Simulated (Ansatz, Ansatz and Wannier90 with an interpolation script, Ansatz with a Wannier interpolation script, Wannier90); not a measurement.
An input for Ansatz 0.2.0 (PbS (Galena)):

```yaml
crystal:
  lattice:
    - [-2.1180729569, -1.2228699935, 3.3866957786]
    - [2.1180729569, -1.2228699935, 3.3866957786]
    - [0.0, 2.4457399819, 3.3866957804]
  atoms:
    - { symbol: Pb, position: [0.0, 0.0, 0.0] }
    - { symbol: S, position: [0.5, 0.5, 0.5] }
kpoints:
  mp_grid: { grid: [6, 6, 6] }
hamiltonian:
  xc: r2scan
scf:
  occupations: { method: fixed }
gw:
  n_empty_bands: 219
  ecut_chi: 150.0
  qp_bands: [v3, c3]
  screening: { model: contour_deformation }
```

The database entry behind the starting cell differs from later determinations by our own check (about 0.1 % short), so it need not match the best structure at ambient conditions.

```sh
ansatz run input.yaml --threads 8 --pin off --max-ram 18432MiB --backend cpu --events-out ev --progress --plain --runs-dir out
```

**Question.** Estimate wall time and host memory on 8 threads of Arm Neoverse V2, shared host.

It took 4.3 min; on shared hardware allow 2.1 min to 8.6 min. Peak host memory was 1.1 GiB. The sizes that set the cost: 1351 plane waves a state, 32 irreducible k points, 229 bands summed, 217 plane waves in the screening and 6 SCF cycles.

The screening grows as filled bands × empty bands × pairs of k points, times the square of the screening basis for the matrix.

[Paths, hosts, dates, memory and timing lines, banners, echoed tables and standing remarks are left out of the program output.]

[Logs are printed without paths, hosts, clocks, repeated set-up lines and the standing remarks that a program may print on its own settings, such as how far it seeks lower states.]

[Runs of the session that timed out or met a known fault of the program may be left out.]

[Hosts, paths, dates, database ids (printed as entryN), source tags and the programs' standing remarks are cut or masked in the printed files.]
